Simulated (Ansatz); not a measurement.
# Zn started in the widest void in rocksalt MgO, 65 atoms, charge +2

How high is the barrier for this jump? The start is relaxed, a band joins it to the far end, and PBEsol and HSE06 are the levels used.

All numbers are computed with Ansatz 0.2.0 (PAW, plane waves).

## Step 1: Starting point

65 atoms (32 O, 32 Mg, 1 Zn); a = 8.429 Å, b = 8.429 Å, c = 8.429 Å, α = 90.00°, β = 90.00°, γ = 90.00°. All atoms were shaken off their sites by about 0.02 Å along each axis; atoms next to an added one may be pushed further to make room. Defect site 1: (0.375, 0.375, 0.375).

The runs, in order: (2) PBEsol relaxation at the single k point (¼, ¼, ¼), on 1 × NVIDIA GB300 Max-Q with 8 threads of Arm Neoverse-V2; (3) HSE06 single point at the single k point (¼, ¼, ¼), on 1 × NVIDIA GB300 Max-Q with 8 threads of Arm Neoverse-V2; (4) PBEsol band at the single k point (¼, ¼, ¼), on 1 × NVIDIA GB300 Max-Q with 8 threads of Arm Neoverse-V2; (5) HSE06 single point at the single k point (¼, ¼, ¼), on 1 × NVIDIA GB300 Max-Q with 8 threads of Arm Neoverse-V2.

## Step 2: Relaxing the atoms with PBEsol

File in.yaml:

```yaml
crystal:
  lattice:
    - [8.428808, 0.000000, 0.000000]
    - [0.000000, 8.428808, 0.000000]
    - [0.000000, 0.000000, 8.428808]
  atoms:
    - { symbol: O, position: [0.245494, 0.004039, 0.000688] }
    - { symbol: O, position: [0.246630, 0.004258, 0.498838] }
    - { symbol: O, position: [0.245794, 0.501868, 0.999504] }
    - { symbol: O, position: [0.250019, 0.503955, 0.497239] }
    - { symbol: O, position: [0.751257, 0.003472, 0.000817] }
    - { symbol: O, position: [0.745846, 0.997878, 0.499429] }
    - { symbol: O, position: [0.750644, 0.498717, 0.997073] }
    - { symbol: O, position: [0.748423, 0.494202, 0.499618] }
    - { symbol: O, position: [0.000081, 0.249873, 0.997525] }
    - { symbol: O, position: [0.997965, 0.250459, 0.495730] }
    - { symbol: O, position: [0.002936, 0.751057, 0.999609] }
    - { symbol: O, position: [0.998983, 0.751297, 0.499677] }
    - { symbol: O, position: [0.499383, 0.247439, 0.997601] }
    - { symbol: O, position: [0.500211, 0.250584, 0.502355] }
    - { symbol: O, position: [0.498179, 0.747173, 0.999024] }
    - { symbol: O, position: [0.500070, 0.751502, 0.499499] }
    - { symbol: O, position: [0.002652, 0.002535, 0.249560] }
    - { symbol: O, position: [0.001598, 0.008093, 0.746779] }
    - { symbol: O, position: [0.000162, 0.498013, 0.249356] }
    - { symbol: O, position: [0.998539, 0.500550, 0.753243] }
    - { symbol: O, position: [0.499867, 0.000647, 0.248636] }
    - { symbol: O, position: [0.502999, 0.997487, 0.749150] }
    - { symbol: O, position: [0.505785, 0.499109, 0.248965] }
    - { symbol: O, position: [0.500081, 0.500931, 0.752501] }
    - { symbol: O, position: [0.246688, 0.246850, 0.250977] }
    - { symbol: O, position: [0.243858, 0.249847, 0.749729] }
    - { symbol: O, position: [0.246626, 0.753391, 0.250520] }
    - { symbol: O, position: [0.253005, 0.749427, 0.750077] }
    - { symbol: O, position: [0.746301, 0.250745, 0.251953] }
    - { symbol: O, position: [0.748585, 0.251966, 0.756688] }
    - { symbol: O, position: [0.750912, 0.747714, 0.249609] }
    - { symbol: O, position: [0.749303, 0.748898, 0.750032] }
    - { symbol: Mg, position: [0.997863, 0.996110, 0.996525] }
    - { symbol: Mg, position: [0.998120, 0.000321, 0.499428] }
    - { symbol: Mg, position: [0.996104, 0.500166, 0.996767] }
    - { symbol: Mg, position: [0.000638, 0.501954, 0.498183] }
    - { symbol: Mg, position: [0.500773, 0.998889, 0.997081] }
    - { symbol: Mg, position: [0.503278, 0.001945, 0.497187] }
    - { symbol: Mg, position: [0.496947, 0.497442, 0.001953] }
    - { symbol: Mg, position: [0.500625, 0.500391, 0.504408] }
    - { symbol: Mg, position: [0.253151, 0.249415, 0.003117] }
    - { symbol: Mg, position: [0.251088, 0.250306, 0.498900] }
    - { symbol: Mg, position: [0.247921, 0.748434, 0.000266] }
    - { symbol: Mg, position: [0.249180, 0.747486, 0.498155] }
    - { symbol: Mg, position: [0.749801, 0.249013, 0.000411] }
    - { symbol: Mg, position: [0.746233, 0.249802, 0.503664] }
    - { symbol: Mg, position: [0.748553, 0.745643, 0.004561] }
    - { symbol: Mg, position: [0.748302, 0.753228, 0.500877] }
    - { symbol: Mg, position: [0.248678, 0.000674, 0.250670] }
    - { symbol: Mg, position: [0.246686, 0.000975, 0.748928] }
    - { symbol: Mg, position: [0.248488, 0.503223, 0.250750] }
    - { symbol: Mg, position: [0.248346, 0.504037, 0.749726] }
    - { symbol: Mg, position: [0.753001, 0.998346, 0.250411] }
    - { symbol: Mg, position: [0.747642, 0.995261, 0.751572] }
    - { symbol: Mg, position: [0.745953, 0.502678, 0.247402] }
    - { symbol: Mg, position: [0.745709, 0.497352, 0.751313] }
    - { symbol: Mg, position: [0.002671, 0.247473, 0.249114] }
    - { symbol: Mg, position: [0.004549, 0.248693, 0.749168] }
    - { symbol: Mg, position: [0.998699, 0.750221, 0.253500] }
    - { symbol: Mg, position: [0.003800, 0.746787, 0.747778] }
    - { symbol: Mg, position: [0.501501, 0.248742, 0.250792] }
    - { symbol: Mg, position: [0.502093, 0.246902, 0.751304] }
    - { symbol: Mg, position: [0.496669, 0.746780, 0.247501] }
    - { symbol: Mg, position: [0.501741, 0.751487, 0.744975] }
    - { symbol: Zn, position: [0.375413, 0.371806, 0.375163] }
  symmetry: { detect: false }
kpoints:
  mp_grid: { grid: [1, 1, 1], shift: [0.25, 0.25, 0.25] }
hamiltonian:
  xc: pbesol
total_charge: 2
scf:
  occupations: { method: fermi_dirac, width: 0.01 }
relax:
  f_tol: 0.03
  max_steps: 80
  escape_saddle: false
  adjacent_minimum: "off"
output:
  forces: true
  eigenvalues: true
  populations: true
  charged_corrections: { epsilon: 9.8 }
```

Run with:

```bash
$ ansatz run in.yaml --threads 8 --pin off --max-ram 118750MiB --runs-dir r --events-out ev --progress --plain --backend cuda --devices 0,
```

After this run come: HSE06 single point; Nudged elastic band for the jump; HSE06 on the same atoms.

What does the calculation give? Wanted: for each run, top filled to lowest empty.

As calculated:

| level | time | top filled to lowest empty (eV) |
| --- | --- | --- |
| PBEsol, relaxation | 5.7 s (GPU) | 4.93 |
| HSE06 | 15 s (GPU) | 6.81 |
| HSE06, at the band's top | 16 s (GPU) | 6.89 |

```
                   quantity                             value
                 relaxation  6 recorded steps, 9.40 eV gained
              largest shift                     0.45 Å (Mg42)
barrier forwards, backwards                     1.10, 1.10 eV
                       jump                      Zn by 2.11 Å
            band iterations                                 6
    top less start by HSE06                           1.19 eV
```

**What this shows.** Relaxation gains 9.40 eV, with shifts up to 0.45 Å (Mg42). The PBEsol barrier is 1.10 eV forwards and 1.10 eV back, about 43 times kT at 300 K, without charge corrections. The cell's size and k points aren't converged for it. The top is a first-order saddle. On the same two geometries HSE06 gives 1.19 eV. At the same k points, PBEsol gives a spacing 1.88 eV smaller than the 6.81 eV of HSE06. In a defect cell this spacing can involve defect levels, so it need not be the gap.
